TiSi2 (Fddd, 6 atoms) in Ansatz 0.2.0 with PBE, scalar-relativistic, no spin, 8×8×8 k mesh, Fermi-Dirac smearing 0.08 eV; the measured cell (COD) is scaled with shape and fractional positions held. The column marked only PAW uses frozen cores and a 420 eV cutoff. Pressure is positive in compression, and Vzz is the principal field gradient of largest size among the nuclei.

| V/V(given) | volume (Å³/atom) | pressure, LAPW (GPa) | energy above the lowest row, LAPW (meV/atom) | largest Vzz, all-electron PAW (1e21 V/m^2) | largest Vzz, PAW (1e21 V/m^2) |
| --- | --- | --- | --- | --- | --- |
| 0.9400 | 13.12 | 13.10 | 40.2 | -3.43 | -3.44 |
| 0.9600 | 13.40 | 9.12 | 20.9 | -3.42 | -3.43 |
| 0.9800 | 13.68 | 5.54 | 8.2 | -3.42 | -3.42 |
| 0.9900 | 13.82 | 3.89 | 4.1 | -3.41 | -3.42 |
| 1.0100 | 14.10 | 0.82 | 0.0 | -3.40 | -3.41 |
| 1.0200 | 14.24 | -0.59 | 0.0 | -3.40 | -3.40 |
| 1.0400 | 14.52 | -3.21 | 3.3 | -3.39 | -3.40 |
| 1.0600 | 14.80 | -5.56 | 11.0 | -3.38 | -3.39 |

The pressure column seems to locate the equilibrium of TiSi₂. It changes sign between the rows 1.01 and 1.02, and interpolation puts the zero at 14.18 Å³/atom. The energy column agrees: these two rows are the lowest and almost equal, so a smooth curve through the energies has its minimum about midway between them. Yet the crystal at zero pressure is not at rest, and the pressure alone can't show this.

Pressure is the mean of three stresses, one along each of three perpendicular axes. The same LAPW runs give these stresses separately; they are listed in the output below the text. In row 1.02 they are 0.12, −0.52 and −1.37 GPa along x, y and z, with compression positive. This row lies slightly past zero pressure. At 14.18 Å³/atom itself the stress along y vanishes, but x is still compressed and z already stretched, because their stresses vanish at 14.25 and 14.13 Å³/atom. In no row do the three stresses agree to better than about 1.2 GPa.

The reason lies in how the volume is changed. All edges are multiplied by one factor, so the energy responds only to the sum of the three stresses. Zero pressure is thus a true energy minimum along this one path, but the energy could still fall if one edge grew while another shrank. The atoms are held as well: each Si atom still feels a force of about 0.2 eV/Å, in the rows 1.01 and 1.02 next to zero pressure as well as in the rows 0.96 and 1.04. A measured cell need not have the shape or the Si positions that PBE prefers, and these runs don't separate the two causes. Some measured cells in this collection were also taken under pressure, and the output doesn't tell whether this is one of them. The k mesh, which was not varied, may also contribute in this metal. The shape error is modest: the three stresses vanish within 0.9% of volume, so the edges are expected to shift by only a few tenths of a percent.

A single correction of the shape would not repair the whole scan. The stress along z is the largest of the three in row 0.94, but the smallest from row 1.01 onwards. Over the scan it falls by 22 GPa, against 16 GPa along y, so the crystal resists uniform scaling most strongly along z. This holds with the atoms fixed. If the cell were free, its proportions should therefore change with pressure, by an amount that relaxing the Si atoms could alter.

Agreement between methods does not reveal the fault. In row 1.01 the largest and smallest stresses differ by 1.19 GPa in LAPW and in both kinds of PAW. All three use the same functional, k mesh, cell and atomic positions, so they reproduce the same strained crystal. Their agreement tests the basis and the treatment of the core, not the k mesh or the geometry.

The largest Vzz is also one number taken from three. It describes how the electric field varies at a Si nucleus, along the axis where that variation is strongest. The simplest picture treats the surroundings as fixed point charges. A charge at distance r contributes in proportion to 1/r³, and uniform scaling stretches every r by the same factor, so the gradient should follow 1/V, where V is the volume.

Starting from the most compressed row of all-electron PAW, this estimate gives −3.43 × 13.12/14.80 = −3.04 (in 10²¹ V/m²) for the most expanded row. The calculation gives −3.38. The gradient loses only about 1.5% where the point charges demand 11%. Frozen-core PAW shows the same weak trend.

The other two components show that more than the exponent is wrong. Any common factor, including a constant shielding by the inner electrons, would change all three components by the same percentage. Between the rows 0.96 and 1.04 the smallest component instead falls by 9%, the middle one rises by 4% and the largest falls by 1%. The 9% lies close to the 8% expected from 1/V, but the other two show that 1/V cannot be a common factor for the whole gradient. The comparison rests on two volumes and one k mesh. Without a gap, field gradients move with the k mesh, and the size of this effect was not tested, so the smallest of these changes are the least certain.

Theory offers a reason for this behaviour. The weight 1/r³ favours charge close to the nucleus, and for Si this means the unevenly filled 3p orbitals. Near the nucleus their form is set mainly by the atom, so they do not stretch with the cell. A negative Vzz means extra electron charge along its axis, and its nearly constant size suggests that this excess hardly changes with volume, provided the 3p weight near the nucleus stays the same. One thing expansion can change is the bonding, and with it the share of charge along each direction. The full gradient tensors of Si show that the axes hardly turn with volume, so in this picture some charge moves from the axis of the middle component to that of the smallest. A fixed local part plus a smaller part from distant charge, shaped differently and shrinking as 1/V, would give unequal changes as well. Nearly fixed axes are compatible with both readings, and the orbital populations that could help to decide between them are not available.

The strained cell shows only in the parts behind the single number. The point-charge estimate fails on the largest Vzz already, and the parts show that no common factor rescues it. At zero pressure the three stresses still differ from each other, and between two volumes the three components of the gradient change by different percentages, one of them even in the opposite direction. This leaves one open question. If the Si gradient depends more on the directions of the bonds than on their common length, then letting the cell shape and the Si atoms relax might change it more than the whole volume scan does. A relaxed run at one volume would decide this.

Numerical output:

```
LAPW stresses in GPa:
   row  along x  along y  along z  largest less smallest
  0.94    13.49    11.06    14.74                  3.679
  0.96      9.6    7.695    10.07                  2.376
  0.98      6.1    4.665    5.858                  1.435
  0.99    4.484    3.265     3.91                  1.219
  1.01    1.496   0.6773   0.3023                  1.194
  1.02   0.1165  -0.5181   -1.366                  1.483
  1.04   -2.434   -2.728   -4.454                   2.02
  1.06   -4.728   -4.717   -7.236                  2.519
volume where the stress along x vanishes, angstrom^3/atom: 14.25
volume where the stress along y vanishes, angstrom^3/atom: 14.18
volume where the stress along z vanishes, angstrom^3/atom: 14.13
volume where the mean pressure vanishes, angstrom^3/atom: 14.18
range of these volumes between x and z, percent: 0.8987
fall of the stress along x over the scan, GPa: 18.22
fall of the stress along y over the scan, GPa: 15.78
fall of the stress along z over the scan, GPa: 21.98
smallest stress spread of any row, LAPW, GPa: 1.194
stress spread at 1.01, all-electron PAW, GPa: 1.192
stress spread at 1.01, frozen-core PAW, GPa: 1.189
energy of row 1.01 above row 1.02, LAPW, meV/atom: 0.1
force on each Si at 0.96, eV/angstrom: 0.2143
force on each Si at 1.04, eV/angstrom: 0.1895
loss of largest Vzz over the scan, all-electron PAW, percent: 1.458
loss of largest Vzz over the scan, frozen-core PAW, percent: 1.453
loss expected from 1/V over the scan, percent: 11.35
Vzz expected from 1/V at the largest volume, 1e21 V/m^2: -3.041
change of the smallest Si component from 0.96 to 1.04, percent: -9.102
change of the middle Si component from 0.96 to 1.04, percent: 3.839
change of the largest Si component from 0.96 to 1.04, percent: -1.012
change expected from 1/V from 0.96 to 1.04, percent: -7.692
asymmetry of the Si gradient at 0.96: 0.2504
asymmetry of the Si gradient at 1.04: 0.3116
```
